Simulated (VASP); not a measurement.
Write the native input for VASP 6.6.1 that does the following.

```
Task                   : band structure
Functional             : rev-vdW-DF2
Potentials or basis    : VASP PAW PBE potentials, release 64 (Pt)
Cutoff                 : 520 eV
k mesh                 : 16 × 16 × 16
Occupations            : methfessel-paxton, width 0.1 eV
Spin                   : no spin polarisation
Further INCAR settings : ALGO = Normal; EDIFF = 1e-06; NBANDS = 11
```

The structure of Pt lies in POSCAR:

```
Pt                                      
1.0
    0.0000000000      1.9746256665      1.9746256665
    1.9746256665      0.0000000000      1.9746256665
    1.9746256665      1.9746256665      0.0000000000
  Pt            
     1
Direct
     0.0000000000000000    0.0000000000000000    0.0000000000000000
```

These files were run (other wordings do the same):

INCAR

```
PREC = Accurate
ENCUT = 520
EDIFF = 1E-6
ISMEAR = 1
SIGMA = 0.1
LREAL = F
LASPH = T
NELM = 80
ALGO = Normal
ISIF = 2
LWAVE = F
LCHARG = F
LMAXMIX = 4
GGA = MK
LUSE_VDW = T
AGGAC = 0.0
PARAM1 = 0.1234
PARAM2 = 0.711357
ZAB_VDW = -1.8867
NBANDS = 11
ICORELEVEL = 1
```

KPOINTS

```
regular mesh
0
Gamma
  16 16 16
```

KPOINTS_OPT

```
explicit points
106
Reciprocal
 0.0000000000  0.0000000000  0.0000000000 1
 0.0555555556  0.0000000000  0.0555555556 1
 0.1111111111  0.0000000000  0.1111111111 1
 0.1666666667  0.0000000000  0.1666666667 1
 0.2222222222  0.0000000000  0.2222222222 1
 0.2777777778  0.0000000000  0.2777777778 1
 0.3333333333  0.0000000000  0.3333333333 1
 0.3888888889  0.0000000000  0.3888888889 1
 0.4444444444  0.0000000000  0.4444444444 1
 0.5000000000  0.0000000000  0.5000000000 1
 0.5000000000  0.0000000000  0.5000000000 1
 0.5000000000  0.0277777778  0.5277777778 1
 0.5000000000  0.0555555556  0.5555555556 1
 0.5000000000  0.0833333333  0.5833333333 1
 0.5000000000  0.1111111111  0.6111111111 1
 0.5000000000  0.1388888889  0.6388888889 1
 0.5000000000  0.1666666667  0.6666666667 1
 0.5000000000  0.1944444444  0.6944444444 1
 0.5000000000  0.2222222222  0.7222222222 1
 0.5000000000  0.2500000000  0.7500000000 1
 0.5000000000  0.2500000000  0.7500000000 1
 0.4861111111  0.2638888889  0.7500000000 1
 0.4722222222  0.2777777778  0.7500000000 1
 0.4583333333  0.2916666667  0.7500000000 1
 0.4444444444  0.3055555556  0.7500000000 1
 0.4305555556  0.3194444444  0.7500000000 1
 0.4166666667  0.3333333333  0.7500000000 1
 0.4027777778  0.3472222222  0.7500000000 1
 0.3888888889  0.3611111111  0.7500000000 1
 0.3750000000  0.3750000000  0.7500000000 1
 0.3750000000  0.3750000000  0.7500000000 1
 0.3333333333  0.3333333333  0.6666666667 1
 0.2916666667  0.2916666667  0.5833333333 1
 0.2500000000  0.2500000000  0.5000000000 1
 0.2083333333  0.2083333333  0.4166666667 1
 0.1666666667  0.1666666667  0.3333333333 1
 0.1250000000  0.1250000000  0.2500000000 1
 0.0833333333  0.0833333333  0.1666666667 1
 0.0416666667  0.0416666667  0.0833333333 1
 0.0000000000  0.0000000000  0.0000000000 1
 0.0000000000  0.0000000000  0.0000000000 1
 0.0555555556  0.0555555556  0.0555555556 1
 0.1111111111  0.1111111111  0.1111111111 1
 0.1666666667  0.1666666667  0.1666666667 1
 0.2222222222  0.2222222222  0.2222222222 1
 0.2777777778  0.2777777778  0.2777777778 1
 0.3333333333  0.3333333333  0.3333333333 1
 0.3888888889  0.3888888889  0.3888888889 1
 0.4444444444  0.4444444444  0.4444444444 1
 0.5000000000  0.5000000000  0.5000000000 1
 0.5000000000  0.5000000000  0.5000000000 1
 0.5138888889  0.4722222222  0.5138888889 1
 0.5277777778  0.4444444444  0.5277777778 1
 0.5416666667  0.4166666667  0.5416666667 1
 0.5555555556  0.3888888889  0.5555555556 1
 0.5694444444  0.3611111111  0.5694444444 1
 0.5833333333  0.3333333333  0.5833333333 1
 0.5972222222  0.3055555556  0.5972222222 1
 0.6111111111  0.2777777778  0.6111111111 1
 0.6250000000  0.2500000000  0.6250000000 1
 0.6250000000  0.2500000000  0.6250000000 1
 0.6111111111  0.2500000000  0.6388888889 1
 0.5972222222  0.2500000000  0.6527777778 1
 0.5833333333  0.2500000000  0.6666666667 1
 0.5694444444  0.2500000000  0.6805555556 1
 0.5555555556  0.2500000000  0.6944444444 1
 0.5416666667  0.2500000000  0.7083333333 1
 0.5277777778  0.2500000000  0.7222222222 1
 0.5138888889  0.2500000000  0.7361111111 1
 0.5000000000  0.2500000000  0.7500000000 1
 0.5000000000  0.2500000000  0.7500000000 1
 0.5000000000  0.2777777778  0.7222222222 1
 0.5000000000  0.3055555556  0.6944444444 1
 0.5000000000  0.3333333333  0.6666666667 1
 0.5000000000  0.3611111111  0.6388888889 1
 0.5000000000  0.3888888889  0.6111111111 1
 0.5000000000  0.4166666667  0.5833333333 1
 0.5000000000  0.4444444444  0.5555555556 1
 0.5000000000  0.4722222222  0.5277777778 1
 0.5000000000  0.5000000000  0.5000000000 1
 0.5000000000  0.5000000000  0.5000000000 1
 0.4861111111  0.4861111111  0.5277777778 1
 0.4722222222  0.4722222222  0.5555555556 1
 0.4583333333  0.4583333333  0.5833333333 1
 0.4444444444  0.4444444444  0.6111111111 1
 0.4305555556  0.4305555556  0.6388888889 1
 0.4166666667  0.4166666667  0.6666666667 1
 0.4027777778  0.4027777778  0.6944444444 1
 0.3888888889  0.3888888889  0.7222222222 1
 0.3750000000  0.3750000000  0.7500000000 1
 0.6250000000  0.2500000000  0.6250000000 1
 0.6111111111  0.2222222222  0.6111111111 1
 0.5972222222  0.1944444444  0.5972222222 1
 0.5833333333  0.1666666667  0.5833333333 1
 0.5694444444  0.1388888889  0.5694444444 1
 0.5555555556  0.1111111111  0.5555555556 1
 0.5416666667  0.0833333333  0.5416666667 1
 0.5277777778  0.0555555556  0.5277777778 1
 0.5138888889  0.0277777778  0.5138888889 1
 0.5000000000  0.0000000000  0.5000000000 1
 0.0000000000  0.0000000000  0.0000000000 1
 0.3750000000  0.3750000000  0.7500000000 1
 0.5000000000  0.5000000000  0.5000000000 1
 0.6250000000  0.2500000000  0.6250000000 1
 0.5000000000  0.2500000000  0.7500000000 1
 0.5000000000  0.0000000000  0.5000000000 1
```

Potentials or basis: VASP PAW PBE potentials, release 64 (Pt).

Command:

```bash
$ cat potpaw_PBE.64/Pt/POTCAR > POTCAR
$ mpirun -np 1 vasp_std > vasp.out
```

Results of the run:

```yaml
Pressure: -0.1 GPa
Band_gap_along_the_path: none (metal or under the smearing width)
```

Caveat: the PAW data sets were made with another functional, which shifts forces and pressure a little; spin-orbit coupling is left out, which moves the levels of the heavy elements.

Run time: 38 s on 1 thread of Intel(R) Xeon(R) Platinum 8259CL CPU @ 2.50GHz (Skylake/Cascade Lake) (shared host), peak memory 0.27 GiB.
